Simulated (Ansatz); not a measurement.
**Mo (hcp type): how the settings move a single-point run**

How sensitive is a single-point run of Mo (hcp type) to its settings? A reference run comes first, then one run with altered input.

Program: Ansatz 0.2.0. Level of theory: reference: DFT, PBE, all-electron LAPW, scalar-relativistic. These are calculated values, not measurements.

### 1 The structure to begin with

The structure is hexagonal, space group P6_3/mmc (No. 194). The conventional cell has a = 2.662 Å, b = 2.662 Å, c = 4.621 Å, α = 90.00°, β = 90.00°, γ = 120.00°. Around Mo (site symmetry -6m2) lie 12 Mo at 2.66 to 2.78 Å.

As a file:

```xyz
2
Lattice="2.6620 0.0000 0.0000 -1.3310 2.3054 0.0000 0.0000 0.0000 4.6212" Properties=species:S:1:pos:R:3 pbc="T T T"
Mo    0.0000    1.5369    1.1553
Mo    1.3310    0.7685    3.4659
```

### 2 Baseline

input.yaml

```yaml
crystal:
  lattice:
    - [2.6619985405, 0.0, 0.0]
    - [-1.3309992702, 2.3053583609, 0.0]
    - [0.0, 0.0, 4.6211624443]
  atoms:
    - { symbol: Mo, position: [0.3333333333, 0.6666666667, 0.25] }
    - { symbol: Mo, position: [0.6666666667, 0.3333333333, 0.75] }
kpoints:
  mp_grid: { grid: [15, 15, 8] }
scf:
  occupations: { method: fermi_dirac, width: 0.08 }
hamiltonian:
  xc: pbe
  pseudopotentials: { kind: all_electron, lapw: { basis_error: 0.001 } }
output:
  forces: true
  stress: true
  eigenvalues: true
  populations: true
```

Run with:

```console
> ansatz run input.yaml --threads 1 --pin off --max-ram 2048MiB --backend cpu --events-out ev --progress --plain --runs-dir out
```

### 3 Variant: mp_grid.grid [22, 22, 12], lower_state_search light, dispersion d3bjatm

Edit input.yaml of step 2 so:

```diff
@@ -9,5 +9,6 @@
 kpoints:
-  mp_grid: { grid: [15, 15, 8] }
+  mp_grid: { grid: [22, 22, 12] }
 scf:
   occupations: { method: fermi_dirac, width: 0.08 }
+  lower_state_search: light
 hamiltonian:
@@ -15,2 +16,3 @@
   pseudopotentials: { kind: all_electron, lapw: { basis_error: 0.001 } }
+  dispersion: d3bjatm
 output:
```

**Question.** What will these runs give? Wanted: for each run, ending; energy change; pressure; gap; force.

As calculated:

| run | ending | energy change | pressure (GPa) | gap (eV) | force (eV/Å) | cycles | time |
| --- | --- | --- | --- | --- | --- | --- | --- |
| reference | converged | 0 | 38.8 | 0.00 | 0.00 | 8 | 37 s |
| 1: mp_grid.grid [22, 22, 12], lower_state_search light, dispersion d3bjatm | converged | -701.7 meV/atom (offset of the dispersion model) | 31.3 | 0.00 | 0.00 | 8 | 1.7 min |

Residual by cycle in the longest SCF loop of each run; runs are numbered as in the table. The quantity is the density residual dr2, in eV.

```csv
cycle,reference,run 1
1,0.382,0.382
2,0.0919,0.0905
3,0.0332,0.0329
4,0.00563,0.00556
5,3.4e-4,3.3e-4
6,1.8e-5,1.8e-5
7,4.0e-7,4.1e-7
8,5.2e-8,5.5e-8
```

What this shows: The energy moves by -701.7 meV/atom, nearly all of it the dispersion term itself (-702.0 meV/atom); that offset belongs to the model and is no gain or loss of stability; the pressure goes from 38.8 to 31.3 GPa. The structure is not at rest: the sound run finds 39 GPa, so these are no properties of the relaxed crystal. 
